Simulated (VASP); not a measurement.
# Cs (Im-3m) in VASP: a series of runs, part 6 of 7

VASP 6.6.1. Earlier steps stand in the parts before.

## 86. Equation of state, PBE, 118.80 Å³/atom

The input, INCAR:

```
ADDGRID  = False        
ALGO     = Normal         # electronic algorithm
EDIFF    = 1E-6           # SCF threshold, eV
ENCUT    = 550            # plane-wave cutoff, eV
GGA      = PE             # functional
ISIF     = 2              # what is computed and relaxed
ISMEAR   = 0              # smearing method
LASPH    = True           # aspherical terms in the spheres
LCHARG   = False          # write CHGCAR
LREAL    = False          # projectors in reciprocal space
LWAVE    = False          # write WAVECAR
NELM     = 100            # most SCF steps
PREC     = Accurate       # precision mode
SIGMA    = 0.15           # smearing width, eV
```

The input, KPOINTS:

```
k-points
0
Gamma
  8 8 8
```

The input, POSCAR:

```
Cs
1.0
   -3.0968622435      3.0968622435      3.0968622435
    3.0968622435     -3.0968622435      3.0968622435
    3.0968622435      3.0968622435     -3.0968622435
Cs
1
Direct
    0.0000000000      0.0000000000      0.0000000000
```

Started as:

```sh
$ cat potpaw_PBE.64/Cs_sv/POTCAR > POTCAR
$ mpirun -np 1 vasp_std > vasp.out
```

It took 18 s on 1 thread of Intel Xeon Platinum 8375C at 2.90GHz (Ice Lake), shared host; peak memory 0.25 GiB.

The run converged, but some of its settings lie outside the range that counts as converged, so its numbers aren't taken as properties of the crystal.

Results:

* Free energy: -0.8553 eV
* Pressure: 0.0 GPa
* Band gap on the k mesh: none (metal or under the smearing width)

## 87. Equation of state, PBE, 126.15 Å³/atom

INCAR is that of step 86.

KPOINTS is that of step 86.

The input, POSCAR:

```
Cs
1.0
   -3.1594419776      3.1594419776      3.1594419776
    3.1594419776     -3.1594419776      3.1594419776
    3.1594419776      3.1594419776     -3.1594419776
Cs
1
Direct
    0.0000000000      0.0000000000      0.0000000000
```

Potentials or basis: VASP PAW PBE potentials, release 64 (Cs_sv).

Started as:

```sh
$ cat potpaw_PBE.64/Cs_sv/POTCAR > POTCAR
$ mpirun -np 1 vasp_std > vasp.out
```

It took 18 s on 1 thread of Intel Xeon Platinum 8375C at 2.90GHz (Ice Lake), shared host; peak memory 0.25 GiB.

The run converged, but some of its settings lie outside the range that counts as converged, so its numbers aren't taken as properties of the crystal.

Results:

- Free energy: -0.8516 eV
- Pressure: -0.1 GPa
- Band gap on the k mesh: none (metal or under the smearing width)

## 88. Equation of state, PBE, 118.80 Å³/atom

Changes to INCAR since step 87:

```diff
@@ -3,3 +3,3 @@
 EDIFF    = 1E-6           # SCF threshold, eV
-ENCUT    = 550            # plane-wave cutoff, eV
+ENCUT    = 450            # plane-wave cutoff, eV
 GGA      = PE             # functional
```

The input, KPOINTS:

```
k-points
0
Gamma
  9 9 9
```

The input, POSCAR:

```
Cs
1.0
   -3.0968622435      3.0968622435      3.0968622435
    3.0968622435     -3.0968622435      3.0968622435
    3.0968622435      3.0968622435     -3.0968622435
Cs
1
Direct
    0.0000000000      0.0000000000      0.0000000000
```

Started as:

```sh
$ cat potpaw_PBE.64/Cs_sv/POTCAR > POTCAR
$ mpirun -np 1 vasp_std > vasp.out
```

Wall time 16 s (1 thread of Intel Xeon Platinum 8375C at 2.90GHz (Ice Lake), shared host); peak memory 0.23 GiB.

These settings aren't checked as converged: the numbers below hold their error.

What came out:

```
Free energy            : -0.8589 eV
Pressure               : 0.0 GPa
Band gap on the k mesh : none (metal or under the smearing width)
```

## 89. Equation of state, PBE, 126.15 Å³/atom

INCAR is that of step 88.

KPOINTS is that of step 88.

The input, POSCAR:

```
Cs
1.0
   -3.1594419776      3.1594419776      3.1594419776
    3.1594419776     -3.1594419776      3.1594419776
    3.1594419776      3.1594419776     -3.1594419776
Cs
1
Direct
    0.0000000000      0.0000000000      0.0000000000
```

Started as:

```sh
$ cat potpaw_PBE.64/Cs_sv/POTCAR > POTCAR
$ mpirun -np 1 vasp_std > vasp.out
```

Run time: 16 s. Hardware: 1 thread of Intel Xeon Platinum 8375C at 2.90GHz (Ice Lake), shared host; peak memory 0.23 GiB.

The run converged, but some of its settings lie outside the range that counts as converged, so its numbers aren't taken as properties of the crystal.

Results:

```
Free energy            : -0.8550 eV
Pressure               : -0.1 GPa
Band gap on the k mesh : none (metal or under the smearing width)
```

## 90. Equation of state, PBE, 118.80 Å³/atom

Changes to INCAR since step 89:

```diff
@@ -13,2 +13,2 @@
 PREC     = Accurate       # precision mode
-SIGMA    = 0.15           # smearing width, eV
+SIGMA    = 0.4            # smearing width, eV
```

KPOINTS is that of step 89.

The input, POSCAR:

```
Cs
1.0
   -3.0968622435      3.0968622435      3.0968622435
    3.0968622435     -3.0968622435      3.0968622435
    3.0968622435      3.0968622435     -3.0968622435
Cs
1
Direct
    0.0000000000      0.0000000000      0.0000000000
```

Potentials or basis: VASP PAW PBE potentials, release 64 (Cs_sv).

Started as:

```sh
$ cat potpaw_PBE.64/Cs_sv/POTCAR > POTCAR
$ mpirun -np 1 vasp_std > vasp.out
```

Wall time 16 s (1 thread of Intel Xeon Platinum 8375C at 2.90GHz (Ice Lake), shared host); peak memory 0.23 GiB.

These settings aren't checked as converged: the numbers below hold their error.

Results:

```
Free energy            : -0.9000 eV
Pressure               : 0.0 GPa
Band gap on the k mesh : none (metal or under the smearing width)
```

## 91. Equation of state, PBE, 126.15 Å³/atom

INCAR is that of step 90.

KPOINTS is that of step 90.

The input, POSCAR:

```
Cs
1.0
   -3.1594419776      3.1594419776      3.1594419776
    3.1594419776     -3.1594419776      3.1594419776
    3.1594419776      3.1594419776     -3.1594419776
Cs
1
Direct
    0.0000000000      0.0000000000      0.0000000000
```

Started as:

```sh
$ cat potpaw_PBE.64/Cs_sv/POTCAR > POTCAR
$ mpirun -np 1 vasp_std > vasp.out
```

Run time: 16 s. Hardware: 1 thread of Intel Xeon Platinum 8375C at 2.90GHz (Ice Lake), shared host; peak memory 0.24 GiB.

These settings aren't checked as converged: the numbers below hold their error.

Results:

| Property | Result |
| --- | --- |
| Free energy | -0.8964 eV |
| Pressure | -0.1 GPa |
| Band gap on the k mesh | none (metal or under the smearing width) |

## 92. Equation of state, PBE, 118.80 Å³/atom

Changes to INCAR since step 91:

```diff
@@ -13,2 +13,2 @@
 PREC     = Accurate       # precision mode
-SIGMA    = 0.4            # smearing width, eV
+SIGMA    = 0.2            # smearing width, eV
```

KPOINTS is that of step 91.

The input, POSCAR:

```
Cs
1.0
   -3.0968622435      3.0968622435      3.0968622435
    3.0968622435     -3.0968622435      3.0968622435
    3.0968622435      3.0968622435     -3.0968622435
Cs
1
Direct
    0.0000000000      0.0000000000      0.0000000000
```

Started as:

```sh
$ cat potpaw_PBE.64/Cs_sv/POTCAR > POTCAR
$ mpirun -np 1 vasp_std > vasp.out
```

Run time: 17 s. Hardware: 1 thread of Intel Xeon Platinum 8375C at 2.90GHz (Ice Lake), shared host; peak memory 0.23 GiB.

The run converged, but some of its settings lie outside the range that counts as converged, so its numbers aren't taken as properties of the crystal.

Results:

```yaml
Free_energy: -0.8640 eV
Pressure: 0.0 GPa
Band_gap_on_the_k_mesh: none (metal or under the smearing width)
```

## 93. Equation of state, PBE, 126.15 Å³/atom

INCAR is that of step 92.

KPOINTS is that of step 92.

The input, POSCAR:

```
Cs
1.0
   -3.1594419776      3.1594419776      3.1594419776
    3.1594419776     -3.1594419776      3.1594419776
    3.1594419776      3.1594419776     -3.1594419776
Cs
1
Direct
    0.0000000000      0.0000000000      0.0000000000
```

Potentials or basis: VASP PAW PBE potentials, release 64 (Cs_sv).

Started as:

```sh
$ cat potpaw_PBE.64/Cs_sv/POTCAR > POTCAR
$ mpirun -np 1 vasp_std > vasp.out
```

Wall time 17 s (1 thread of Intel Xeon Platinum 8375C at 2.90GHz (Ice Lake), shared host); peak memory 0.24 GiB.

The run converged, but some of its settings lie outside the range that counts as converged, so its numbers aren't taken as properties of the crystal.

What came out:

```
Free energy            : -0.8600 eV
Pressure               : -0.1 GPa
Band gap on the k mesh : none (metal or under the smearing width)
```

## 94. Equation of state, PBE, 118.80 Å³/atom

Changes to INCAR since step 93:

```diff
@@ -13,2 +13,2 @@
 PREC     = Accurate       # precision mode
-SIGMA    = 0.2            # smearing width, eV
+SIGMA    = 0.1            # smearing width, eV
```

KPOINTS is that of step 93.

The input, POSCAR:

```
Cs
1.0
   -3.0968622435      3.0968622435      3.0968622435
    3.0968622435     -3.0968622435      3.0968622435
    3.0968622435      3.0968622435     -3.0968622435
Cs
1
Direct
    0.0000000000      0.0000000000      0.0000000000
```

Started as:

```sh
$ cat potpaw_PBE.64/Cs_sv/POTCAR > POTCAR
$ mpirun -np 1 vasp_std > vasp.out
```

Run time: 17 s. Hardware: 1 thread of Intel Xeon Platinum 8375C at 2.90GHz (Ice Lake), shared host; peak memory 0.23 GiB.

The run converged, but some of its settings lie outside the range that counts as converged, so its numbers aren't taken as properties of the crystal.

Results:

- Free energy: -0.8553 eV
- Pressure: 0.0 GPa
- Band gap on the k mesh: none (metal or under the smearing width)

## 95. Equation of state, PBE, 126.15 Å³/atom

INCAR is that of step 94.

KPOINTS is that of step 94.

The input, POSCAR:

```
Cs
1.0
   -3.1594419776      3.1594419776      3.1594419776
    3.1594419776     -3.1594419776      3.1594419776
    3.1594419776      3.1594419776     -3.1594419776
Cs
1
Direct
    0.0000000000      0.0000000000      0.0000000000
```

Started as:

```sh
$ cat potpaw_PBE.64/Cs_sv/POTCAR > POTCAR
$ mpirun -np 1 vasp_std > vasp.out
```

It took 17 s on 1 thread of Intel Xeon Platinum 8375C at 2.90GHz (Ice Lake), shared host; peak memory 0.23 GiB.

The run converged, but some of its settings lie outside the range that counts as converged, so its numbers aren't taken as properties of the crystal.

Results:

* Free energy: -0.8514 eV
* Pressure: -0.1 GPa
* Band gap on the k mesh: none (metal or under the smearing width)

## 96. Equation of state, PBE, 118.80 Å³/atom

Changes to INCAR since step 95:

```diff
@@ -13,2 +13,2 @@
 PREC     = Accurate       # precision mode
-SIGMA    = 0.1            # smearing width, eV
+SIGMA    = 0.05           # smearing width, eV
```

KPOINTS is that of step 95.

The input, POSCAR:

```
Cs
1.0
   -3.0968622435      3.0968622435      3.0968622435
    3.0968622435     -3.0968622435      3.0968622435
    3.0968622435      3.0968622435     -3.0968622435
Cs
1
Direct
    0.0000000000      0.0000000000      0.0000000000
```

Potentials or basis: VASP PAW PBE potentials, release 64 (Cs_sv).

Started as:

```sh
$ cat potpaw_PBE.64/Cs_sv/POTCAR > POTCAR
$ mpirun -np 1 vasp_std > vasp.out
```

It took 17 s on 1 thread of Intel Xeon Platinum 8375C at 2.90GHz (Ice Lake), shared host; peak memory 0.23 GiB.

These settings aren't checked as converged: the numbers below hold their error.

Results:

```yaml
Free_energy: -0.8528 eV
Pressure: 0.0 GPa
Band_gap_on_the_k_mesh: none (metal or under the smearing width)
```

## 97. Equation of state, PBE, 126.15 Å³/atom

INCAR is that of step 96.

KPOINTS is that of step 96.

The input, POSCAR:

```
Cs
1.0
   -3.1594419776      3.1594419776      3.1594419776
    3.1594419776     -3.1594419776      3.1594419776
    3.1594419776      3.1594419776     -3.1594419776
Cs
1
Direct
    0.0000000000      0.0000000000      0.0000000000
```

Started as:

```sh
$ cat potpaw_PBE.64/Cs_sv/POTCAR > POTCAR
$ mpirun -np 1 vasp_std > vasp.out
```

Run time: 17 s. Hardware: 1 thread of Intel Xeon Platinum 8375C at 2.90GHz (Ice Lake), shared host; peak memory 0.23 GiB.

These settings aren't checked as converged: the numbers below hold their error.

Results:

| Property | Result |
| --- | --- |
| Free energy | -0.8489 eV |
| Pressure | -0.1 GPa |
| Band gap on the k mesh | none (metal or under the smearing width) |

## 98. Equation of state, PBE, 118.80 Å³/atom

Changes to INCAR since step 97:

```diff
@@ -13,2 +13,2 @@
 PREC     = Accurate       # precision mode
-SIGMA    = 0.05           # smearing width, eV
+SIGMA    = 0.02           # smearing width, eV
```

KPOINTS is that of step 97.

The input, POSCAR:

```
Cs
1.0
   -3.0968622435      3.0968622435      3.0968622435
    3.0968622435     -3.0968622435      3.0968622435
    3.0968622435      3.0968622435     -3.0968622435
Cs
1
Direct
    0.0000000000      0.0000000000      0.0000000000
```

Started as:

```sh
$ cat potpaw_PBE.64/Cs_sv/POTCAR > POTCAR
$ mpirun -np 1 vasp_std > vasp.out
```

Run time: 15 s. Hardware: 1 thread of Intel Xeon Platinum 8375C at 2.90GHz (Ice Lake), shared host; peak memory 0.23 GiB.

These settings aren't checked as converged: the numbers below hold their error.

Results:

```yaml
Free_energy: -0.8517 eV
Pressure: 0.0 GPa
Band_gap_on_the_k_mesh: none (metal or under the smearing width)
```

## 99. Equation of state, PBE, 126.15 Å³/atom

INCAR is that of step 98.

KPOINTS is that of step 98.

The input, POSCAR:

```
Cs
1.0
   -3.1594419776      3.1594419776      3.1594419776
    3.1594419776     -3.1594419776      3.1594419776
    3.1594419776      3.1594419776     -3.1594419776
Cs
1
Direct
    0.0000000000      0.0000000000      0.0000000000
```

Potentials or basis: VASP PAW PBE potentials, release 64 (Cs_sv).

Started as:

```sh
$ cat potpaw_PBE.64/Cs_sv/POTCAR > POTCAR
$ mpirun -np 1 vasp_std > vasp.out
```

Run time: 16 s. Hardware: 1 thread of Intel Xeon Platinum 8375C at 2.90GHz (Ice Lake), shared host; peak memory 0.24 GiB.

These settings aren't checked as converged: the numbers below hold their error.

Results:

```
Free energy            : -0.8478 eV
Pressure               : -0.1 GPa
Band gap on the k mesh : none (metal or under the smearing width)
```

## 100. Equation of state, PBE, 118.80 Å³/atom

Changes to INCAR since step 99:

```diff
@@ -6,3 +6,3 @@
 ISIF     = 2              # what is computed and relaxed
-ISMEAR   = 0              # smearing method
+ISMEAR   = -5             # smearing method
 LASPH    = True           # aspherical terms in the spheres
@@ -13,2 +13,2 @@
 PREC     = Accurate       # precision mode
-SIGMA    = 0.02           # smearing width, eV
+SIGMA    = 0.15           # smearing width, eV
```

KPOINTS is that of step 99.

The input, POSCAR:

```
Cs
1.0
   -3.0968622435      3.0968622435      3.0968622435
    3.0968622435     -3.0968622435      3.0968622435
    3.0968622435      3.0968622435     -3.0968622435
Cs
1
Direct
    0.0000000000      0.0000000000      0.0000000000
```

Started as:

```sh
$ cat potpaw_PBE.64/Cs_sv/POTCAR > POTCAR
$ mpirun -np 1 vasp_std > vasp.out
```

It took 16 s on 1 thread of Intel Xeon Platinum 8375C at 2.90GHz (Ice Lake), shared host; peak memory 0.23 GiB.

These settings aren't checked as converged: the numbers below hold their error.

Results:

| Quantity | Value |
| --- | --- |
| Free energy | -0.8504 eV |
| Pressure | 0.0 GPa |
| Band gap on the k mesh | none (metal or under the smearing width) |

Caveat: tetrahedron occupations give inexact forces and stress in metals.

## 101. Equation of state, PBE, 126.15 Å³/atom

INCAR is that of step 100.

KPOINTS is that of step 100.

The input, POSCAR:

```
Cs
1.0
   -3.1594419776      3.1594419776      3.1594419776
    3.1594419776     -3.1594419776      3.1594419776
    3.1594419776      3.1594419776     -3.1594419776
Cs
1
Direct
    0.0000000000      0.0000000000      0.0000000000
```

Started as:

```sh
$ cat potpaw_PBE.64/Cs_sv/POTCAR > POTCAR
$ mpirun -np 1 vasp_std > vasp.out
```

Run time: 16 s. Hardware: 1 thread of Intel Xeon Platinum 8375C at 2.90GHz (Ice Lake), shared host; peak memory 0.23 GiB.

The run converged, but some of its settings lie outside the range that counts as converged, so its numbers aren't taken as properties of the crystal.

What came out:

```yaml
Free_energy: -0.8465 eV
Pressure: -0.1 GPa
Band_gap_on_the_k_mesh: none (metal or under the smearing width)
```

Caveat: tetrahedron occupations give inexact forces and stress in metals.

## 102. Equation of state, PBE, 118.80 Å³/atom

Changes to INCAR since step 101:

```diff
@@ -6,3 +6,3 @@
 ISIF     = 2              # what is computed and relaxed
-ISMEAR   = -5             # smearing method
+ISMEAR   = 1              # smearing method
 LASPH    = True           # aspherical terms in the spheres
```

KPOINTS is that of step 101.

The input, POSCAR:

```
Cs
1.0
   -3.0968622435      3.0968622435      3.0968622435
    3.0968622435     -3.0968622435      3.0968622435
    3.0968622435      3.0968622435     -3.0968622435
Cs
1
Direct
    0.0000000000      0.0000000000      0.0000000000
```

Potentials or basis: VASP PAW PBE potentials, release 64 (Cs_sv).

Started as:

```sh
$ cat potpaw_PBE.64/Cs_sv/POTCAR > POTCAR
$ mpirun -np 1 vasp_std > vasp.out
```

It took 16 s on 1 thread of Intel Xeon Platinum 8375C at 2.90GHz (Ice Lake), shared host; peak memory 0.23 GiB.

These settings aren't checked as converged: the numbers below hold their error.

Results:

| Property | Result |
| --- | --- |
| Free energy | -0.8525 eV |
| Pressure | 0.0 GPa |
| Band gap on the k mesh | none (metal or under the smearing width) |

## 103. Equation of state, PBE, 126.15 Å³/atom

INCAR is that of step 102.

KPOINTS is that of step 102.

The input, POSCAR:

```
Cs
1.0
   -3.1594419776      3.1594419776      3.1594419776
    3.1594419776     -3.1594419776      3.1594419776
    3.1594419776      3.1594419776     -3.1594419776
Cs
1
Direct
    0.0000000000      0.0000000000      0.0000000000
```

Started as:

```sh
$ cat potpaw_PBE.64/Cs_sv/POTCAR > POTCAR
$ mpirun -np 1 vasp_std > vasp.out
```

Wall time 17 s (1 thread of Intel Xeon Platinum 8375C at 2.90GHz (Ice Lake), shared host); peak memory 0.23 GiB.

These settings aren't checked as converged: the numbers below hold their error.

What came out:

```
Free energy            : -0.8486 eV
Pressure               : -0.1 GPa
Band gap on the k mesh : none (metal or under the smearing width)
```

## 104. Equation of state, PBE, 118.80 Å³/atom

Changes to INCAR since step 103:

```diff
@@ -6,3 +6,3 @@
 ISIF     = 2              # what is computed and relaxed
-ISMEAR   = 1              # smearing method
+ISMEAR   = -1             # smearing method
 LASPH    = True           # aspherical terms in the spheres
```

KPOINTS is that of step 103.

The input, POSCAR:

```
Cs
1.0
   -3.0968622435      3.0968622435      3.0968622435
    3.0968622435     -3.0968622435      3.0968622435
    3.0968622435      3.0968622435     -3.0968622435
Cs
1
Direct
    0.0000000000      0.0000000000      0.0000000000
```

Started as:

```sh
$ cat potpaw_PBE.64/Cs_sv/POTCAR > POTCAR
$ mpirun -np 1 vasp_std > vasp.out
```

Run time: 16 s. Hardware: 1 thread of Intel Xeon Platinum 8375C at 2.90GHz (Ice Lake), shared host; peak memory 0.23 GiB.

These settings aren't checked as converged: the numbers below hold their error.

Results:

```yaml
Free_energy: -0.8963 eV
Pressure: 0.0 GPa
Band_gap_on_the_k_mesh: none (metal or under the smearing width)
```

## 105. Equation of state, PBE, 126.15 Å³/atom

INCAR is that of step 104.

KPOINTS is that of step 104.

The input, POSCAR:

```
Cs
1.0
   -3.1594419776      3.1594419776      3.1594419776
    3.1594419776     -3.1594419776      3.1594419776
    3.1594419776      3.1594419776     -3.1594419776
Cs
1
Direct
    0.0000000000      0.0000000000      0.0000000000
```

Potentials or basis: VASP PAW PBE potentials, release 64 (Cs_sv).

Started as:

```sh
$ cat potpaw_PBE.64/Cs_sv/POTCAR > POTCAR
$ mpirun -np 1 vasp_std > vasp.out
```

Run time: 17 s. Hardware: 1 thread of Intel Xeon Platinum 8375C at 2.90GHz (Ice Lake), shared host; peak memory 0.24 GiB.

The run converged, but some of its settings lie outside the range that counts as converged, so its numbers aren't taken as properties of the crystal.

What came out:

| Property | Result |
| --- | --- |
| Free energy | -0.8927 eV |
| Pressure | -0.1 GPa |
| Band gap on the k mesh | none (metal or under the smearing width) |

(Part 6 of 7 ends here.)
